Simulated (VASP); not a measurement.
Runs of VASP 6.6.1 on C. It takes space group Fmmm (No. 69, orthorhombic). The conventional cell has a = 2.461 Å, b = 4.263 Å, c = 6.708 Å, α = 90.00°, β = 90.00°, γ = 90.00°. Around C (site symmetry m2m) lie 3 C at 1.42 Å. The cell was built by a generator and needn't be a form met in nature.

```tsv
level	potentials or basis	gap on the mesh (eV)	pressure (GPa)	largest force (eV/Å)
r2SCAN	VASP PAW PBE potentials, release 64 (C)	0.23	-0.6	0.02
rev-vdW-DF2	VASP PAW PBE potentials, release 64 (C)	0.18	(d)	0.01
SCAN	VASP PAW PBE potentials, release 64 (C)	0.22	-2.3	0.02
vdW-DF	VASP PAW PBE potentials, release 64 (C)	0.21	6.6	0.01
vdW-DF2	VASP PAW PBE potentials, release 64 (C)	0.18	(b)	0.01
optB88-vdW	VASP PAW PBE potentials, release 64 (C)	0.18	1.8	0.01
PBEsol	VASP PAW PBE potentials, release 64 (C)	(c)	0.4	0.01
LDA	VASP PAW LDA potentials, release 64 (C)	(a)	-4.7	0.01
```

Alike in all rows: task single point; no spin polarisation; cell as given; k mesh 16 × 16 × 4; cutoff (eV) 520; smearing fermi-dirac 0.05 eV.

Q: Fill in the values left out.

A: (a) 0.17; (b) 5.8; (c) 0.19; (d) 1.5.

Caveats: the PAW data sets were made with another functional, which shifts forces and pressure a little (some runs); this functional lacks dispersion, which binds the layers, so the pressure and a relaxed spacing across them are unreliable (some runs).

A k mesh can miss the band edges.

Runs at the PBE level aren't shown here.
